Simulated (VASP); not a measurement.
# Ag: relaxation of the atoms with PBE+D3(BJ)

The system is Ag, in a box.

```
Ag
1.0
    10.50000    0.00000    0.00000
     0.00000   11.00000    0.00000
     0.00000    0.00000   11.50000
Ag
1
Direct
  0.50000 0.50455 0.50000
```

```
Program                   : VASP 6.6.1
Task                      : relaxation of the atoms
Functional                : PBE
Dispersion                : D3(BJ)
Potentials or basis       : VASP PAW PBE potentials, release 64 (Ag)
Cutoff                    : 400 eV
k mesh                    : 1 × 1 × 1
Occupations               : gaussian, width 0.01 eV
Spin                      : collinear spin, ferromagnetic start
Starting moments          : [0.5] μB
Fixed moment              : 1 μB
Atoms held fixed (from 0) : [0]
Further INCAR settings    : ALGO = Normal; EDIFF = 1e-06; ISYM = 0; IBRION = 2; EDIFFG = -0.03; NSW = 120
```

| Property | Result |
| --- | --- |
| Net moment | 1.00 μB per cell |
| Site moments | Ag +0.34 μB |
| Valence electrons inside the program's atomic spheres | Ag 9.71 |
| Dispersion energy per atom | -0.001 eV |

Final structure:
```
Ag
1.0
    10.50000    0.00000    0.00000
     0.00000   11.00000    0.00000
     0.00000    0.00000   11.50000
Ag
1
Direct
  0.50000 0.50455 0.50000
```

It took 63 s on 1 thread of Intel(R) Xeon(R) 6975P-C (Granite Rapids) (shared host), peak memory 1 GiB.

Caveat: the relaxation stopped at its first step, so nothing moved; the total moment is fixed, so each spin has its own Fermi level.
